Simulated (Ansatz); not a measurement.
# SnTe (Fm-3m) in Ansatz: reference runs

Reference runs on SnTe: the cell as given and a disturbed copy.

Everything below comes from runs of Ansatz 0.2.0. Logs are shortened: lines on timing, memory, paths and dates and some standing lists are left out, and cuts for length are marked.

## 1. Starting point

Symmetry: Fm-3m, No. 225, cubic system. The conventional cell has a = 6.302 Å, b = 6.302 Å, c = 6.302 Å, α = 90.00°, β = 90.00°, γ = 90.00°. Te (site symmetry m-3m) has 6 Sn at 3.15 Å as nearest neighbours. Sn (site symmetry m-3m) has 6 Te at 3.15 Å as nearest neighbours.

## 2. Single point, PBEsol

The input, input.yaml:

```yaml
crystal:
  lattice:
    - [0.0, 3.15085, 3.15085]
    - [3.15085, 0.0, 3.15085]
    - [3.15085, 3.15085, 0.0]
  atoms:
    - { symbol: Te, position: [0.5, 0.5, 0.5] }
    - { symbol: Sn, position: [0.0, 0.0, 0.0] }
hamiltonian:
  xc: pbesol
  pseudopotentials: { kind: paw }
kpoints:
  mp_grid: { grid: [7, 7, 7] }
scf:
  occupations: { method: fermi_dirac, width: 0.05 }
output:
  forces: true
  stress: true
  eigenvalues: true
  write_density: true
  write_potential: true
  elf: true
  volumetric_format: npy
```

Potentials or basis: Ansatz PAW.

Started as:

```bash
> ansatz run input.yaml --threads 2 --pin off --max-ram 5632MiB --backend cpu --events-out ev --progress --plain --runs-dir out
```

What it wrote:

```text
Warning: RAYON_NUM_THREADS=2 ignored (pool sized by the plan → 2); use --threads N
Engine: ansatz 0.2.0, x86_64-unknown-linux-gnu
Pseudopotentials: kind: paw
Pseudopotential: Te, paw, valence charge 16, recommended cutoff 420 eV (normal), Te.paw.azcp
Pseudopotential: Sn, paw, valence charge 14, recommended cutoff 420 eV (normal), Sn.paw.azcp
Functional definition: PBEsol
  exchange = pbesol_x
  correlation = pbesol_c
Crystal: 2 atoms, lattice volume = 62.562 Å³
Basis set: ecut = 420 eV, 1243 PW (Γ), exchange–correlation on 60×60×60 points (8 copies of the dense FFT grid, shifted against one another)
Bands: 19, of which v1, the nominal top of the filled ones, is band 15 counted from 1 (14 counted from 0)
Symmetry: 48 space group operations
Space group: Fm-3m (ITA 225), of the structure as read, at distance tolerance 4.0e-5 Å
k-points: 20 of 343
Non-local potential: Te, projectors of the file, l = 0: 2, l = 1: 2, l = 2: 2, l = 3: 2
Non-local potential: Sn, projectors of the file, l = 0: 2, l = 1: 2, l = 2: 2, l = 3: 2
PAW form: soft (Blöchl's): semilocal exchange-correlation on the pseudo side does not see the compensation charge
PAW frozen core: Te, regenerated for the run's functional, and the local potential with it (the file was generated under x = pbe(κ = 0.804, μ = 0.2195149727645171), c = pbe(β = 0.06672455060314922))
PAW frozen core: Sn, regenerated for the run's functional, and the local potential with it (the file was generated under x = pbe(κ = 0.804, μ = 0.2195149727645171), c = pbe(β = 0.06672455060314922))
PAW one-centre angular grid: Te, 590 points (default); XC on 64 Gauss nodes
PAW one-centre angular grid: Sn, 590 points (default); XC on 64 Gauss nodes
Initial density: superposition of atomic densities (neutral atoms: chi_scale 0, normalization atom), corrected by the library's trained network
Initial wavefunctions: pseudopotential atomic-orbital guess
Functional: x = pbesol(κ = 0.804, μ = 0.12345679012345678), c = pbesol(β = 0.046)
SCF iter   1: F=—  HF=-12851.857692 eV  |F-HF|=—  |Δ(HF+E_count)|=         —  Δρ=2.33e-3  dr2=3.14e-3  ethr=1.77e-3  ⟨swp⟩=6.1  Hψ=1977  notcnv=0
preconditioner: auto → none  [insulator: Δε(μ)=0.663 eV  Ē_g=8.642 eV  σ=0.050 eV  W_gap=1.00  n_scr=14 (ndim 8)  ℏωp=14.8 eV  f_vac=0.009  D(μ)=0.00/eV (n_scr^D=0)  ε∞_Penn≈4.0]
SCF iter   2: F=—  HF=-12851.854472 eV  |F-HF|=—  |Δ(HF+E_count)|=   3.22e-3  Δρ=8.65e-4  dr2=4.64e-4  ethr=1.05e-5  ⟨swp⟩=2.0  Hψ=757  notcnv=0
SCF iter   3: F=—  HF=-12851.854443 eV  |F-HF|=—  |Δ(HF+E_count)|=   2.84e-5  Δρ=1.93e-4  dr2=2.24e-5  ethr=1.55e-6  ⟨swp⟩=2.0  Hψ=680  notcnv=0
SCF iter   4: F=—  HF=-12851.854444 eV  |F-HF|=—  |Δ(HF+E_count)|=   1.28e-6  Δρ=1.15e-4  dr2=8.78e-6  ethr=7.47e-8  ⟨swp⟩=2.0  Hψ=681  notcnv=0
SCF iter   5: F=—  HF=-12851.854439 eV  |F-HF|=—  |Δ(HF+E_count)|=   5.93e-6  Δρ=3.46e-5  dr2=7.13e-7  ethr=2.93e-8  ⟨swp⟩=2.0  Hψ=680  notcnv=0
SCF iter   6: F=-12851.854438 eV  HF=-12851.854438 eV  |F-HF|=4.13e-10  |Δ(HF+E_count)|=   5.66e-7  Δρ=1.97e-6  dr2=1.95e-9  ethr=3.33e-10  ⟨swp⟩=11.0  Hψ=3025  notcnv=0
SCF 1 converged in 6 iterations: F = -12851.854438 eV  dr2 = 1.95e-9
SCF converged after 6 iterations
Free energy (F): -12851.854438 eV
Harris-Foulkes:  -12851.854438 eV  (|F-HF|=4.13e-10)
Internal energy: -12851.854369 eV  (E = F + TS)
E sigma→0 (E₀):  -12851.854403 eV
Entropy (-TS):   -0.000069 eV (-0.035 meV/atom)
Fermi energy:    9.568690 eV
--- Per-component energies (eV) ---
  E_band       = -356.823309
  E_kinetic    = 366.711639
  E_local      = -2156.464469  (includes V_loc(G=0)·N_el)
  E_nonlocal   = -338.829702
  E_hartree    = 1351.810613
  E_xc         = -503.505282
  E_vxc        = -201.894884  (∫ρ·V_xc dr)
  E_paw        = -8646.746138  (= ΣΔE_a)
  E_vpaw       = -729.966765  (= ΣTr[D̂ρ^β])
  E_aug_tail   = -0.000159  (compensation charges beyond the density's cutoff)
  E_ewald      = -2925.490525
  E_core_change = 0.659655  (= ΣΔE_core)
  E_smearing   = -0.000069  (= −TS)
  E_closure    = 0.000000  (closes the sum)
  Σ components = -12851.854438   (vs F -12851.854438, Δ=0.00e0)
--- Forces (eV/Å), atoms counted from 1 ---
  atom   1  Te     0.00000000    -0.00000000    -0.00000000
  atom   2  Sn    -0.00000000     0.00000000     0.00000000
  max |Σ_I F_I| component: 2.04e-29 eV/Å
--- Stress (GPa, compression-positive) ---
       -0.378524      -0.000000       0.000000
       -0.000000      -0.378524      -0.000000
        0.000000      -0.000000      -0.378524
  P = ⅓ Tr σ = -0.3785 GPa (-3.785 kbar)
--- Band table (eV; the first three rows and the last of 20) ---
  k-point 0: bands = ["-27.4897", "-27.4897", "-27.4850", "-27.4850", "-27.4850", "-12.2796", "-12.2796", "-12.2729", "-12.2729", "-12.2729", "-3.2983", "4.8099", "7.3946", "7.3946", "7.3946", "12.8627", "12.8627", "12.8627", "14.2691"]
  k-point 1: bands = ["-27.4896", "-27.4896", "-27.4849", "-27.4849", "-27.4849", "-12.2806", "-12.2806", "-12.2726", "-12.2718", "-12.2718", "-3.1272", "3.9387", "7.4247", "7.4247", "7.9868", "12.0312", "12.0312", "12.0520", "14.1909"]
  k-point 2: bands = ["-27.4895", "-27.4895", "-27.4848", "-27.4846", "-27.4846", "-12.2832", "-12.2832", "-12.2720", "-12.2689", "-12.2689", "-2.6587", "2.4758", "7.5357", "7.5357", "8.7153", "10.8057", "10.8057", "10.8477", "14.8657"]
  k-point 19: bands = ["-27.4898", "-27.4892", "-27.4847", "-27.4844", "-27.4838", "-12.2922", "-12.2805", "-12.2709", "-12.2680", "-12.2626", "-1.6623", "2.0292", "4.5636", "5.2861", "8.3020", "10.7031", "13.6229", "14.5321", "14.7665"]
```

Run time: 1.1 s. Hardware: 2 threads of Intel Xeon Platinum 8375C at 2.90GHz (Ice Lake), shared host; peak memory 0.4 GiB.

What came out:

```
Free energy : -12851.8544 eV
Pressure    : -0.4 GPa
```

Levels at points of the mesh, in eV from the Fermi level:
```tsv
k point	band 12	band 13	band 14	band 15	band 16	band 17	band 18	band 19
(0.00, 0.00, 0.00)	-4.76	-2.17	-2.17	-2.17	3.29	3.29	3.29	4.70
```

Caveat: this odd mesh misses L, where the gap lies, so gap, dielectric constants and Born charges aren't listed; the PAW data sets come from PBE, with cores solved anew for the run's functional, which leaves a small shift of forces and pressure. The run has no spin-orbit coupling, so splittings on Te are missing.

## 3. Single point, PBEsol (atoms moved at random, drawn with an rms of 0.05 Å)

The input, input.yaml:

```yaml
crystal:
  lattice:
    - [0.0, 3.15085, 3.15085]
    - [3.15085, 0.0, 3.15085]
    - [3.15085, 3.15085, 0.0]
  atoms:
    - { symbol: Te, position: [0.510412, 0.494138, 0.5059] }
    - { symbol: Sn, position: [0.003592, -0.009835, -0.003528] }
hamiltonian:
  xc: pbesol
  pseudopotentials: { kind: paw }
kpoints:
  mp_grid: { grid: [7, 7, 7] }
scf:
  occupations: { method: fermi_dirac, width: 0.05 }
output:
  forces: true
  stress: true
  eigenvalues: true
```

Potentials or basis: Ansatz PAW.

Started as:

```bash
> ansatz run input.yaml --threads 2 --pin off --max-ram 5632MiB --backend cpu --events-out ev --progress --plain --runs-dir out
```

What it wrote:

```text
Warning: RAYON_NUM_THREADS=2 ignored (pool sized by the plan → 2); use --threads N
[... 7 set-up lines as earlier in the session ...]
Crystal: 2 atoms, lattice volume = 62.562 Å³
Basis set: ecut = 420 eV, 1243 PW (Γ), exchange–correlation on 60×60×60 points (8 copies of the dense FFT grid, shifted against one another)
Bands: 19, of which v1, the nominal top of the filled ones, is band 15 counted from 1 (14 counted from 0)
[... 35 lines left out ...]
  E_xc         = -503.515932
  E_vxc        = -201.910520  (∫ρ·V_xc dr)
  E_paw        = -8646.762880  (= ΣΔE_a)
  E_vpaw       = -729.994007  (= ΣTr[D̂ρ^β])
  E_aug_tail   = -0.000163  (compensation charges beyond the density's cutoff)
  E_ewald      = -2924.890740
  E_core_change = 0.659655  (= ΣΔE_core)
  E_smearing   = -0.000058  (= −TS)
  E_closure    = 0.000000  (closes the sum)
  Σ components = -12851.854187   (vs F -12851.854187, Δ=0.00e0)
--- Forces (eV/Å), atoms counted from 1 ---
  atom   1  Te    -0.00580234    -0.00732398    -0.00452627
  atom   2  Sn     0.00580136     0.00732273     0.00452548
  max |Σ_I F_I| component: 1.26e-6 eV/Å
--- Stress (GPa, compression-positive) ---
       -0.308249       0.025311       0.016891
        0.025311      -0.285424       0.020425
        0.016891       0.020426      -0.325256
  P = ⅓ Tr σ = -0.3063 GPa (-3.063 kbar)
--- Band table (eV; the first three rows and the last of 172) ---
  k-point 0: bands = ["-27.4944", "-27.4940", "-27.4897", "-27.4897", "-27.4889", "-12.2740", "-12.2739", "-12.2672", "-12.2670", "-12.2667", "-3.3042", "4.8145", "7.3853", "7.3904", "7.4033", "12.8122", "12.8451", "12.8600", "14.2763"]
  k-point 1: bands = ["-27.4943", "-27.4940", "-27.4896", "-27.4896", "-27.4888", "-12.2750", "-12.2748", "-12.2667", "-12.2661", "-12.2655", "-3.1332", "3.9415", "7.4138", "7.4289", "7.9859", "11.9860", "12.0386", "12.0816", "14.1905"]
  k-point 2: bands = ["-27.4942", "-27.4939", "-27.4894", "-27.4893", "-27.4885", "-12.2776", "-12.2773", "-12.2661", "-12.2632", "-12.2626", "-2.6649", "2.4772", "7.5191", "7.5355", "8.7129", "10.8027", "10.8234", "10.8603", "14.8615"]
  k-point 171: bands = ["-27.4942", "-27.4938", "-27.4893", "-27.4890", "-27.4882", "-12.2815", "-12.2786", "-12.2648", "-12.2606", "-12.2601", "-1.9490", "1.3592", "6.3026", "7.3149", "8.3175", "10.5053", "10.5273", "12.1856", "16.2161"]
```

Run time: 7.3 s. Hardware: 2 threads of Intel Xeon Platinum 8375C at 2.90GHz (Ice Lake), shared host; peak memory 0.56 GiB.

What came out:

```yaml
Free_energy: -12851.8542 eV
Pressure: -0.3 GPa
Largest_force: 0.010 eV/Å
Band_gap_on_the_k_mesh: 0.66 eV, direct
```

Forces on the atoms (eV/Å):
```
Te  -0.006 -0.007 -0.005
Sn   0.006  0.007  0.005
```

Caveat: odd divisions of the mesh miss points on the zone boundary, where band edges often lie, so the gap on the mesh can be too wide; spin-orbit coupling is left out, which moves the levels of the heavy elements; the PAW data sets come from PBE, with cores solved anew for the run's functional, which leaves a small shift of forces and pressure.
